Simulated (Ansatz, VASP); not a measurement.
## SrCl2 in VASP and in Ansatz

```
CELL_PARAMETERS angstrom
4.40725 0.00000 0.00000
-2.20362 3.81679 0.00000
0.00000 0.00000 5.59606
ATOMIC_POSITIONS crystal
Sr 0.00000 0.00000 0.00000
Cl 0.33333 0.66667 0.24870
Cl 0.66667 0.33333 0.75130
```

The cell was built by a generator and needn't be a form met in nature.

Alike in both runs: task single point; functional PBE; k mesh 6 × 6 × 6; occupations fermi-dirac, width 0.02 eV; no spin polarisation.

|  | VASP | Ansatz |
| --- | --- | --- |
| version | VASP 6.6.1 | Ansatz 0.2.0 |
| potentials or method | VASP PAW PBE potentials, release 64 (Sr_sv, Cl) | plane waves, PAW |
| plane-wave cutoff (eV) | 520 | 420 |
| valence electrons in the cell | 24 | 24 |

|  | VASP | Ansatz | Ansatz less VASP |
| --- | --- | --- | --- |
| gap on the k mesh at the Fermi level (eV) | 5.16 | 5.16 | +0.004 |
| pressure (GPa) | 1.3 | 1.2 | -0.09 |
| largest component of the traceless stress (GPa) | 0.02 | 0.05 | +0.032 |
| rms of the force components (eV/Å) | 0.011 | 0.001 | -0.0105 |

Atom by atom the forces differ by 0.011 eV/Å (rms over components).

A k mesh can miss the band edges. As with any semilocal functional, this PBE gap is likely too small.
